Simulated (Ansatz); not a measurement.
**Property card for InSe**

These are results of DFT PBEsol, scalar-relativistic, plane waves, PAW in Ansatz, not measurements.

Cutoff 420 eV; k points 12×12×2 on the computed 8-atom cell (Γ-centred); Gaussian smearing, width 0.02 eV; no spin polarisation.

The structure is relaxed at this level of theory with its symmetry kept.

```cif
data_structure
_symmetry_space_group_name_H-M 'P6_3/mmc'
_symmetry_Int_Tables_number 194
_cell_length_a 4.0059
_cell_length_b 4.0059
_cell_length_c 17.0022
_cell_angle_alpha 90.000
_cell_angle_beta 90.000
_cell_angle_gamma 120.000
_cell_volume 236.28
loop_
_atom_site_label
_atom_site_type_symbol
_atom_site_symmetry_multiplicity
_atom_site_Wyckoff_symbol
_atom_site_fract_x
_atom_site_fract_y
_atom_site_fract_z
_atom_site_occupancy
In1 In 4 f 0.33333 0.66667 0.16835 1
Se1 Se 4 f 0.33333 0.66667 0.59313 1
```

* Space group: P6_3/mmc (No. 194)
* Volume per atom: 29.53 Å³
* Formation energy from the elements' standard states (uncorrected): -0.483 eV/atom
* Kohn–Sham band gap: 0.43 eV, direct at Γ
* Löwdin character of the top 1 eV of the valence band: Se 4p 68 %, In 5p 21 %, In 5s 7 %
* Löwdin character of the lowest 1 eV of the conduction band: In 5p 32 %, Se 4p 31 %, In 5s 24 %, Se 4s 9 %, unprojected 4 %
* Electron masses at the edge by Cartesian direction of the standard setting (m_e; degenerate bands sorted by energy; no spin-orbit coupling): x: 0.11; y: 0.11; z: 0.053
* Hole masses at the edge by Cartesian direction of the standard setting (m_e; degenerate bands sorted by energy; no spin-orbit coupling): x: 2.5; y: 2.5; z: 0.051
* Bader charges (e): In (4 in the cell) 0.67, Se (4 in the cell) -0.67

Each cell of InSe holds layers, and where no dispersion correction was added their binding is poorly described.